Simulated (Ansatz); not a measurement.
input.yaml (Ansatz)

```yaml
crystal:
  lattice:
    - [-1.7667579983, 1.7667579983, 1.7667579983]
    - [1.7667579983, -1.7667579983, 1.7667579983]
    - [1.7667579983, 1.7667579983, -1.7667579983]
  atoms:
    - { symbol: Ga, position: [0.0, 0.0, 0.0] }
hamiltonian:
  xc: revpbe
  pseudopotentials:
    kind: paw
    azcp:
      Ga: "pseudopotentials/Ga.paw.azcp"
basis:
  ecutwfc: 420
  fft_grid_basis: typed
kpoints:
  mp_grid: { grid: [15, 15, 15], shift: [0, 0, 0] }
magnetization:
  spin_polarized: false
scf:
  occupations: { method: fermi_dirac, width: 0.1 }
  lower_state_search: "off"
output:
  stress: true
```

Output

```
Engine: ansatz 0.2.0, aarch64-unknown-linux-gnu
Pseudopotentials: kind: paw
Pseudopotential: Ga, paw, valence charge 13, recommended cutoff 420 eV (normal) 
Functional definition: revPBE
  parameter kappa = 1.245
  parameter beta = 0.06672455060314922
  exchange = pbe_x(kappa = kappa, mu = beta*pi^2/3)
  correlation = pbe_c(beta = beta)
Crystal: 1 atoms, lattice volume = 22.059 Å³
Basis set: ecut = 420 eV, 429 PW (Γ)
Bands: 11, of which v1, the nominal top of the filled ones, is band 7 counted from 1 (6 counted from 0)
Symmetry: 48 space group operations
Space group: Im-3m (ITA 229), of the structure as read, at distance tolerance 2.8e-5 Å
k-points: 120 of 3375
Non-local potential: Ga, projectors of the file, l = 0: 2, l = 1: 2, l = 2: 3, l = 3: 1
PAW form: soft (Blöchl's): semilocal exchange-correlation on the pseudo side does not see the compensation charge
PAW frozen core: Ga, regenerated for the run's functional, and the local potential with it (the file was generated under x = pbe(κ = 0.804, μ = 0.2195149727645171), c = pbe(β = 0.06672455060314922))
PAW one-centre angular grid: Ga, 590 points (default); XC on 64 Gauss nodes
Initial density: superposition of atomic densities (neutral atoms: chi_scale 0, normalization atom), corrected by the library's trained network
Initial wavefunctions: pseudopotential atomic-orbital guess
Functional: x = revpbe(κ = 1.245, μ = 0.2195149727645171), c = pbe(β = 0.06672455060314922)
SCF iter   1: F=—  HF=-3786.941643 eV  |F-HF|=—  |Δ(HF+E_count)|=         —  Δρ=3.85e-3  dr2=1.03e-3  ethr=1.77e-3  ⟨swp⟩=5.1  Hψ=7680  notcnv=0
SCF iter   2: F=—  HF=-3786.941295 eV  |F-HF|=—  |Δ(HF+E_count)|=   3.48e-4  Δρ=1.27e-3  dr2=2.02e-4  ethr=7.96e-6  ⟨swp⟩=2.0  Hψ=2883  notcnv=0
SCF iter   3: F=—  HF=-3786.941271 eV  |F-HF|=—  |Δ(HF+E_count)|=   2.40e-5  Δρ=8.24e-4  dr2=4.66e-5  ethr=1.55e-6  ⟨swp⟩=2.0  Hψ=1914  notcnv=0  defer=3
SCF iter   4: F=—  HF=-3786.941267 eV  |F-HF|=—  |Δ(HF+E_count)|=   3.65e-6  Δρ=4.87e-5  dr2=4.20e-7  ethr=3.59e-7  ⟨swp⟩=2.0  Hψ=2063  notcnv=0  defer=3
iter 5 did not close the SCF: its close was put off for the readings that it lacked (scf_convergence_deferred on its scf_iter line)
SCF iter   5: F=-3786.941267 eV  HF=-3786.941267 eV  |F-HF|=8.64e-8  |Δ(HF+E_count)|=   8.46e-8  Δρ=1.36e-5  dr2=3.33e-8  ethr=3.23e-9  ⟨swp⟩=2.0  Hψ=2071  notcnv=0  defer=3
SCF iter   6: F=-3786.941267 eV  HF=-3786.941267 eV  |F-HF|=3.10e-9  |Δ(HF+E_count)|=   3.20e-8  Δρ=2.42e-6  dr2=1.13e-9  ethr=2.56e-10  ⟨swp⟩=2.2  Hψ=4440  notcnv=0
SCF 1 converged in 6 iterations: F = -3786.941267 eV  dr2 = 1.13e-9
SCF converged after 6 iterations
Free energy (F): -3786.941267 eV
Harris-Foulkes:  -3786.941267 eV  (|F-HF|=3.10e-9)
Internal energy: -3786.925255 eV  (E = F + TS)
E sigma→0 (E₀):  -3786.933261 eV
Entropy (-TS):   -0.016012 eV (-16.012 meV/atom)
Fermi energy:    7.884362 eV
--- Per-component energies (eV) ---
  E_band       = -57.308694
  E_kinetic    = 112.984375
  E_local      = -1890.404890  (includes V_loc(G=0)·N_el)
  E_nonlocal   = 421.773608
  E_hartree    = 879.740881
  E_xc         = -68.664892
  E_vxc        = -56.881328  (∫ρ·V_xc dr)
  E_paw        = -1989.090888  (= ΣΔE_a)
  E_vpaw       = -404.264070  (= ΣTr[D̂ρ^β])
  E_aug_tail   = -0.000118  (compensation charges beyond the density's cutoff)
  E_ewald      = -1253.173962
  E_core_change = -0.089369  (= ΣΔE_core)
  E_smearing   = -0.016012  (= −TS)
  E_closure    = 0.000000  (closes the sum)
  Σ components = -3786.941267   (vs F -3786.941267, Δ=0.00e0)
--- Stress (GPa, compression-positive) ---
       -3.646406       0.000000       0.000000
       -0.000000      -3.646406       0.000000
       -0.000000       0.000000      -3.646406
  P = ⅓ Tr σ = -3.6464 GPa (-36.464 kbar)
```

Launched by

```sh
ansatz run input.yaml --threads 2 --pin off --max-ram 5120MiB --backend cpu --events-out ev --progress --plain --runs-dir out
```

On 2 threads of Arm Neoverse V1 (shared host) this took about 1.1 s of wall time and 2 s of CPU time.
